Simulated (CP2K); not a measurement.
Crystal: Mo.

```
Mo
1.0
     2.74324    0.00000    0.00000
    -0.91441    2.58635    0.00000
    -0.91441   -1.29317    2.23984
Mo
1
Cartesian
  0.0000 0.0000 0.0000
```

Program: CP2K 2026.2. Alike in all runs: task single point; no spin polarisation; cell as given; k mesh 12 × 12 × 12; smearing fermi-dirac 0.05 eV.

Problem. Order these runs on this cell by their pressure, lowest first.
A. level r2SCAN+D4; potentials or basis POTENTIAL_UZH Mo GTH-SCAN-q14; TZVP-MOLOPT-SCAN-GTH basis; basis sets Mo TZVP-MOLOPT-SCAN-GTH-q14; potentials Mo GTH-SCAN-q14 of POTENTIAL_UZH; cutoff radius of the dispersion sum (A) 20
B. level LDA; potentials or basis POTENTIAL_UZH Mo GTH-PBE-q14; TZVP-MOLOPT-PBE-GTH basis; basis sets Mo TZVP-MOLOPT-PBE-GTH-q14; potentials Mo GTH-PBE-q14 of POTENTIAL_UZH
C. level TASK; potentials or basis POTENTIAL_UZH Mo GTH-PBE-q14; TZVP-MOLOPT-PBE-GTH basis; basis sets Mo TZVP-MOLOPT-PBE-GTH-q14; potentials Mo GTH-PBE-q14 of POTENTIAL_UZH
D. level PBEsol; potentials or basis POTENTIAL_UZH Mo GTH-PBE-q14; TZVP-MOLOPT-PBE-GTH basis; basis sets Mo TZVP-MOLOPT-PBE-GTH-q14; potentials Mo GTH-PBE-q14 of POTENTIAL_UZH

Solution. B (-10.7 GPa), D (-7.0 GPa), A (-3.9 GPa), C (-1.8 GPa).

Caveats: the basis of atomic orbitals isn't converged, which shifts pressures, moduli and gaps; the potentials were made for another functional, which shifts forces and pressure (some runs); pairwise dispersion overbinds metals, which lowers pressure and volume (some runs).

Runs at the PBE level aren't shown here.
